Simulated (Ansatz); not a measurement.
# ZnAu: what changed settings do

All trials start from this Ansatz input:

```yaml
crystal:
  lattice:
    - [3.15005251, 0.0, 0.0]
    - [0.0, 3.15005251, 0.0]
    - [0.0, 0.0, 3.15005251]
  atoms:
    - { symbol: Zn, position: [0.5, 0.5, 0.5] }
    - { symbol: Au, position: [0.0, 0.0, 0.0] }
basis:
  ecutwfc: 420
kpoints:
  mp_grid: { grid: [8, 8, 8] }
hamiltonian:
  xc: pbe
scf:
  occupations: { method: gaussian, width: 0.1 }
output:
  forces: true
  stress: true
  eigenvalues: true
```

Command:

```bash
ansatz run input.yaml --threads 1 --pin off --max-ram 1331MiB --backend cpu --events-out ev --progress --plain --runs-dir out
```

The run converges in 6 SCF iterations on 35 irreducible k-points: pressure 4.70 GPa, no gap.

Settings here are deliberately varied, not converged. Each trial's input is given as a difference from the reference's; energies are extrapolated to zero smearing where there is one, and pressure is positive in compression.

Trial 1:

```diff
 basis:
-  ecutwfc: 420
+  ecutwfc: "20 Ha"
 kpoints:
-  mp_grid: { grid: [8, 8, 8] }
+  mp_grid: { grid: [4, 4, 4] }
 scf:
-  occupations: { method: gaussian, width: 0.1 }
+  occupations: { method: methfessel_paxton, width: 0.062 }
+dielectric:
+  field_mesh: kpoints
```

The program refuses the input:

```text
Error: dielectric: with output.stress: true / relax.cell: / md.ensemble: npt_langevin / elastic: — a dielectric run assembles no stress — the request is not carried onto its reference SCF, so the run would end without the tensor the deck asked for; drop the stress request and compute the stress in a separate scf run of the same crystal
```

Next try, with these keys changed back:

```diff
-dielectric:
-  field_mesh: kpoints
```

The run converges in 6 SCF iterations on 10 irreducible k-points: energy 22.9 meV per atom above the reference, pressure 4.23 GPa, no gap.

Trial 2:

```diff
 crystal:
+  symmetry: { tolerance: 0.001 }
 hamiltonian:
-  xc: pbe
+  xc: lda
 scf:
-  occupations: { method: gaussian, width: 0.1 }
+  occupations: { method: fermi_dirac, width: "0.005 Ry" }
```

The run converges in 6 SCF iterations on 35 irreducible k-points: pressure -7.00 GPa, no gap.

Trial 3 (strained):

```diff
 crystal:
   lattice:
-    - [3.15005251, 0.0, 0.0]
-    - [0.0, 3.15005251, 0.0]
-    - [0.0, 0.0, 3.15005251]
+    - [3.1274232974, 0.0370884499, 0.0126713035]
+    - [0.0370884499, 3.1582890939, -0.0097180545]
+    - [0.0126713035, -0.0097180545, 3.1798517036]
 kpoints:
-  mp_grid: { grid: [8, 8, 8] }
+  mp_grid: { grid: [1, 1, 1] }
 hamiltonian:
-  xc: pbe
+  xc: pbesol
+  dispersion: d3bj
 scf:
+  max_iter: 40
```

The run converges in 8 SCF iterations on 1 irreducible k-point: pressure -0.50 GPa, no gap.

Trial 4:

```diff
 scf:
+  convergence: { dr2_threshold: "1e-11 eV" }
```

The run converges in 8 SCF iterations on 35 irreducible k-points: the reference's energy to 0.01 meV per atom, pressure 4.70 GPa, no gap.

Trial 5:

```diff
 basis:
-  ecutwfc: 420
+  ecutwfc: 500
 kpoints:
-  mp_grid: { grid: [8, 8, 8] }
+  mp_grid: { grid: [6, 6, 6] }
 hamiltonian:
-  xc: pbe
+  xc: r2scan
 scf:
-  occupations: { method: gaussian, width: 0.1 }
+  occupations: { method: tetrahedron }
+  mixing: { beta: 2 }
+  max_iter: 30
+  convergence: { dr2_threshold: "1e-10 eV" }
```

The program refuses the input:

```text
Error: invalid value for `scf.mixing.beta`: must be finite and in (0, 1]; got 2
```

Next try, with these keys changed back:

```diff
 scf:
-  mixing: { beta: 2 }
```

The run converges in 9 SCF iterations on 20 irreducible k-points: pressure -0.79 GPa, no gap. It warns that the printed bands weren't solved further after the SCF; that forces and stress under tetrahedra may miss the energy's slope.

Trial 6:

```diff
 basis:
-  ecutwfc: 420
+  ecutwfc: 260
+  ecutrho_ratio: 4
 scf:
+  convergence: { dr2_threshold: "1e-9 eV" }
```

The run converges in 9 SCF iterations on 35 irreducible k-points: energy 806 meV per atom above the reference, pressure 9.00 GPa, no gap. It warns that the cutoff lies under the recommended one, 420 eV for these potentials; that the SCF threshold is loose for the stress.